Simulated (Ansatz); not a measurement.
Level of theory: DFT PBE, scalar-relativistic, plane waves, PAW (Ansatz). Settings: cutoff 420 eV, Γ-centred meshes spaced at most about 0.3 Å⁻¹, and about 0.25 Å⁻¹ or finer for metals (2π included), Gaussian smearing. No spin polarisation in the final relaxations.

Temperature and zero-point effects are left out. Lower structures may exist.

**Question.** Order these relaxed structures of MoS₂ by energy, lowest first, with the energy over the lowest of them.
A.

```
Mo S
1.0
     1.59659    0.92179    6.76335
    -1.59659    0.92179    6.76335
     0.00000   -1.84358    6.76335
Mo S
1 2
Direct
  0.00000 0.00000 0.00000
  0.74471 0.74471 0.74471
  0.25529 0.25529 0.25529
```

B.

```
Mo S
1.0
    -2.38872    2.38872    4.59768
     2.38872   -2.38872    4.59768
     2.38872    2.38872   -4.59768
Mo S
2 4
Direct
  0.50000 0.50000 0.00000
  0.25000 0.75000 0.50000
  0.23337 0.23337 0.00000
  0.98337 0.48337 0.50000
  0.51663 0.01663 0.50000
  0.76663 0.76663 0.00000
```

C.

```
Mo S
1.0
     3.18513    0.00000    0.00000
    -1.59257    2.75841    0.00000
     0.00000    0.00000   14.65087
Mo S
2 4
Cartesian
  0.0000 1.8389 3.6627
  1.5926 0.9195 10.9882
  0.0000 1.8389 9.4256
  1.5926 0.9195 2.1002
  0.0000 1.8389 12.5507
  1.5926 0.9195 5.2253
```

**Answer.** C (0 meV/atom), A (277 meV/atom), B (568 meV/atom). Forms: C 2H molybdenite type, P6_3/mmc; A R-3m; B I4_1/amd. Counting S atoms around Mo (those within 1.25 times the shortest such distance or 1.15 times the sum of covalent radii): C has Mo 6; A has Mo 6; B has Mo 6.

Weakly bound directions are ill-defined at this level, which has no dispersion term (P6_3/mmc, R-3m), and this can change margins and order among such cells. The P6_3/mmc cell at 21.5 Å³/atom was relaxed from a cell as deposited in COD. The R-3m cell at 19.9 Å³/atom was relaxed from a cell as deposited in COD. Cells relaxed within their symmetry can be saddle points. Some structure types and database cells were kept out of the candidates from the start, so a known form may be missing.
